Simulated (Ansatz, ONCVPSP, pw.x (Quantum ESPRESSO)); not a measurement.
# pw.x on sc Te: one setting changed

Potential: optimised norm-conserving Vanderbilt (ONCV), ONCVPSP 4.0.1.1 (patched build), PBE; core [Kr] 4d10, reference 5s1 5p5; waves: 5s: rc 1.75 bohr, ncon 3, nbas 6, qcut 3 1/bohr, 2 projectors, debl 0.8 Ha; 5p: rc 2.10 bohr, ncon 4, nbas 7, qcut 4.1 1/bohr, 1 projector; d scattering state at 0.36 Ha: rc 2.05 bohr, ncon 4, nbas 7, qcut 4.7 1/bohr, 3 projectors, debl 3.4 Ha; local part: polynomial inside 1.55 bohr (lpopt 5, dvloc0 2.5 Ha); core correction: Teter function, fcfact 4, rcfact 1.1.

The reference run (k-mesh 10³, cutoffs 95/380 Ry, Fermi–Dirac 0.01 Ry, mixing_beta 0.4, conv_thr 1e-9, no spin) gives -0.73 GPa at 32.928 Å³/atom, where all-electron LAPW gives -0.11 GPa. This run, with its own iteration cap, changes smearing to mp.

```
&control
  calculation='scf', prefix='x', pseudo_dir='./', outdir='./tmp', tstress=.true., disk_io='none'
/
&system
  ibrav=0, nat=1, ntyp=1, ecutwfc=95, ecutrho=380, nbnd=10,
  occupations='smearing', smearing='mp', degauss=0.01
/
&electrons
  conv_thr=1e-09, mixing_beta=0.4, electron_maxstep=60
/
ATOMIC_SPECIES
Te 1.0 Te.UPF
CELL_PARAMETERS angstrom
  3.20519988 0.00000000 0.00000000
  0.00000000 3.20519988 0.00000000
  0.00000000 0.00000000 3.20519988
ATOMIC_POSITIONS crystal
Te 0.0000 0.0000 0.0000
K_POINTS automatic
10 10 10 0 0 0
```

```bash
pw.x < Te.scf.in > Te.scf.out
```

Q: How does the run end?

A: It converges in 6 iterations; the free energy moves by +19.1 meV/atom and the pressure by -0.05 GPa. This scheme is built to cancel the term in the square of the width that Fermi–Dirac smearing leaves in the F of a metal.

```
Message from routine setup:
     using ibrav=0 with symmetry is DISCOURAGED, use correct ibrav instead
     lattice parameter (alat)  =       6.0569  a.u.
     unit-cell volume          =     222.2092 (a.u.)^3
     number of electrons       =         6.00
     number of Kohn-Sham states=           10
     kinetic-energy cutoff     =      95.0000  Ry
     charge density cutoff     =     380.0000  Ry
     scf convergence threshold =      1.0E-09
     Exchange-correlation= PBE
     number of k points=    56  Methfessel-Paxton smearing, width (Ry)=  0.0100
     iteration #  1     ecut=    95.00 Ry     beta= 0.40
     total energy              =     -17.57675605 Ry
     estimated scf accuracy    <       0.00925136 Ry
     iteration #  2     ecut=    95.00 Ry     beta= 0.40
     total energy              =     -17.57618367 Ry
     estimated scf accuracy    <       0.00205740 Ry
     iteration #  3     ecut=    95.00 Ry     beta= 0.40
     total energy              =     -17.57645400 Ry
     estimated scf accuracy    <       0.00002241 Ry
     iteration #  4     ecut=    95.00 Ry     beta= 0.40
     c_bands:  1 eigenvalues not converged
     total energy              =     -17.57647039 Ry
     estimated scf accuracy    <       0.00000005 Ry
     iteration #  5     ecut=    95.00 Ry     beta= 0.40
     total energy              =     -17.57647120 Ry
     estimated scf accuracy    <          1.9E-09 Ry
     iteration #  6     ecut=    95.00 Ry     beta= 0.40
     the Fermi energy is     6.5178 ev
!    total energy              =     -17.57647120 Ry
     estimated scf accuracy    <          5.7E-11 Ry
     smearing contrib. (-TS)   =      -0.00015111 Ry
     The total energy is F=E-TS. E is the sum of the following terms:
     one-electron contribution =       3.40902753 Ry
     hartree contribution      =       0.89732258 Ry
     xc contribution           =      -5.01894999 Ry
     ewald contribution        =     -16.86372021 Ry
     convergence has been achieved in   6 iterations
          total   stress  (Ry/bohr**3)                   (kbar)     P=       -7.85
     Message from routine punch:
     Nothing written, as per user request (disk_io='none')
```

The run took about 34 s on one core of a shared host (Neoverse-N1, 64 threads, 124 GiB, load 56).
